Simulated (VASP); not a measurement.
Wanted: the native input for a VASP 6.6.1 run.

* Task: relaxation of cell and atoms
* Functional: PBE
* Potentials or basis: VASP PAW PBE potentials, release 64 (Ca_sv)
* Cutoff: 520 eV
* k mesh: 13 × 13 × 7
* Occupations: gaussian, width 0.1 eV
* Spin: no spin polarisation
* Further INCAR settings: ALGO = Normal; EDIFF = 1e-06; IBRION = 2; EDIFFG = -0.01; NSW = 90; ISIF = 3

The structure of Ca lies in POSCAR:

```
Ca
1.0
    3.9800000000      0.0000000000      0.0000000000
   -1.9900000000      3.4467811100      0.0000000000
    0.0000000000      0.0000000000      6.5200000000
Ca
2
Direct
    0.3333333300      0.6666666700      0.2500000000
    0.6666666700      0.3333333300      0.7500000000
```

This isn't the form of Ca at room conditions, which is fcc.

One way to write it, as run:

INCAR

```
SYSTEM = Ca
ALGO     = Normal         ! electronic algorithm
EDIFF    = 1E-6           ! SCF threshold, eV
EDIFFG   = -0.01          ! ionic threshold
ENCUT    = 520            ! plane-wave cutoff, eV
GGA      = PE             ! functional
IBRION   = 2              ! ionic algorithm
ISIF     = 3              ! what is computed and relaxed
ISMEAR   = 0              ! smearing method
LASPH    = .TRUE.         ! aspherical terms in the spheres
LCHARG   = .FALSE.        ! write CHGCAR
LREAL    = .FALSE.        ! projectors in reciprocal space
LWAVE    = .FALSE.        ! write WAVECAR
NELM     = 120            ! most SCF steps
NSW      = 90             ! ionic steps
PREC     = Accurate       ! precision mode
SIGMA    = 0.1            ! smearing width, eV
```

KPOINTS

```
k-points
0
G
  13 13 7
  0 0 0
```

Potentials or basis: VASP PAW PBE potentials, release 64 (Ca_sv).

Run with:

```bash
$ cat potpaw_PBE.64/Ca_sv/POTCAR > POTCAR
$ mpirun -np 1 vasp_std > vasp.out
```

Results of the run:

```
Relaxed volume                         : 42.35 Å³/atom
Relaxed cell                           : a = 3.898 Å, b = 3.898 Å, c = 6.436 Å, α = 90.00°, β = 90.00°, γ = 120.00°
Space group after relaxing (to 0.05 Å) : P6_3/mmc (No. 194)
Energy gained by relaxing              : 6.5 meV/atom
Ionic steps                            : 7
Pressure after relaxing                : 0.0 GPa
Band gap on the k mesh                 : none (metal or under the smearing width)
```

Run time: 3.3 min on 1 thread of Intel(R) Xeon(R) 6975P-C (Granite Rapids), on a shared host, peak memory 0.26 GiB.
